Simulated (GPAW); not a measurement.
Crystal: KMgF3.

```xyz
5
Lattice="3.9859 0.0000 0.0000 0.0000 3.9859 0.0000 0.0000 0.0000 3.9859" Properties=species:S:1:pos:R:3 pbc="T T T"
K     1.9929    1.9929    1.9929
Mg    0.0000    0.0000    0.0000
F     0.0000    0.0000    1.9929
F     0.0000    1.9929    0.0000
F     1.9929    0.0000    0.0000
```

Base run:

```yaml
Program: GPAW 26.7.0
Functional: GLLB-SC
Potentials_or_basis: the program's PAW data sets (release 1.2.1) made for this functional
Cutoff: 650 eV
Basis: pw
k_mesh: 6 × 6 × 6
Occupations: fermi-dirac, width 0.001 eV
Spin: no spin polarisation
```

Its results: band gap on the k mesh, kohn-sham part alone 9.49 eV, indirect (least direct gap 9.70 eV).

Q: The run is repeated on the same cell with these changes: functional from GLLB-SC to LDA. What comes out?

A: Band gap on the k mesh 6.96 eV, indirect (least direct gap 7.29 eV).

Caveats: the long-wavelength limit can be off by a per cent or two; an odd mesh through Γ misses points on the zone boundary, where band edges often lie; a model potential gives levels but no total energy (some runs); response on these states lacks terms of the Hamiltonian (some runs).
